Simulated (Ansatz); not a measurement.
Crystal: SiC (Moissanite).

```
Si C
1.0
     3.07600    0.00000    0.00000
    -1.53800    2.66389    0.00000
     0.00000    0.00000    5.04800
Si C
2 2
Direct
  0.66667 0.33333 0.50000
  0.33333 0.66667 0.00000
  0.66667 0.33333 0.88500
  0.33333 0.66667 0.38500
```

- Program: Ansatz 0.2.0
- Task: relaxation of cell and atoms
- Functional: revPBE
- Dispersion: D3(BJ)
- Potentials or basis: Ansatz PAW
- Cutoff: 420 eV (not typed: the program's choice for these potentials)
- k mesh: 10 × 10 × 5
- Occupations: fermi-dirac, width 0.05 eV
- Spin: no spin polarisation

At the start: volume 10.34 Å³/atom.

Task: How do energy, volume and symmetry change on relaxing?

Result: It ends after 8 steps and the volume is 10.17 Å³/atom (-1.6 %); space group P6_3mc (No. 186, to 0.05 Å).

The path:
```csv
step,energy change (eV),largest force (eV/Å),volume (Å³)
1,0.0000,0.7631,41.36
2,-0.0284,0.4560,41.02
3,-0.0375,0.2459,40.53
4,-0.0453,0.0006,40.71
5,-0.0453,0.0002,40.71
6,-0.0443,0.0003,40.71
7,-0.0444,0.0001,40.70
8,-0.0443,0.0001,40.70
```

Final structure:
```cif
data_structure
_symmetry_space_group_name_H-M 'P 1'
_symmetry_Int_Tables_number 1
_cell_length_a 3.0594
_cell_length_b 3.0594
_cell_length_c 5.0208
_cell_angle_alpha 90.000
_cell_angle_beta 90.000
_cell_angle_gamma 120.000
_cell_volume 40.70
loop_
_atom_site_label
_atom_site_type_symbol
_atom_site_fract_x
_atom_site_fract_y
_atom_site_fract_z
_atom_site_occupancy
Si1 Si 0.66667 0.33333 0.50464 1
Si2 Si 0.33333 0.66667 0.00464 1
C1 C 0.66667 0.33333 0.88036 1
C2 C 0.33333 0.66667 0.38036 1
```

Caveat: the plane-wave basis is chosen anew once the cell has moved, so the energies of steps on either side of that aren't comparable; the PAW data sets come from PBE, with cores solved anew for the run's functional, which leaves a small shift of forces and pressure.
